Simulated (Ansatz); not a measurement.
**Tantalum (dhcp) across density functionals**

All rows: Ansatz, plane waves with scalar-relativistic PAW, 420 eV (500 eV for the SCAN forms), relaxed under each functional, no dispersion correction, no zero-point motion. B₀ comes from uniform scaling at fixed shape; a dash is a value not given.

| functional | V (Å³/atom) | cell | B₀ (GPa) | magnetic state | ΔE to bcc (meV/atom) |
| --- | --- | --- | --- | --- | --- |
| PBE | 18.80 | a = 2.938 Å, c = 10.057 Å (c/a = 3.423) | 191 | spin not included | 253 |
| r²SCAN | 18.57 | a = 2.933 Å, c = 9.972 Å (c/a = 3.400) | 200 | spin not included | 263 |
| PBEsol | 18.17 | a = 2.898 Å, c = 9.998 Å (c/a = 3.450) | 202 | spin not included | 275 |
| revPBE | 19.03 | a = 2.954 Å, c = 10.075 Å (c/a = 3.410) | 186 | spin not included | 244 |
| RPBE | 19.13 | a = 2.960 Å, c = 10.082 Å (c/a = 3.406) | 184 | spin not included | 241 |
| BLYP | 19.38 | a = 2.941 Å, c = 10.349 Å (c/a = 3.518) | 175 | spin not included | 236 |

Task: What does LDA give?

Result: V (Å³/atom): 17.72; cell: a = 2.857 Å, c = 10.028 Å (c/a = 3.510); B₀ (GPa): 209; magnetic state: spin not included; ΔE to bcc (meV/atom): 293.
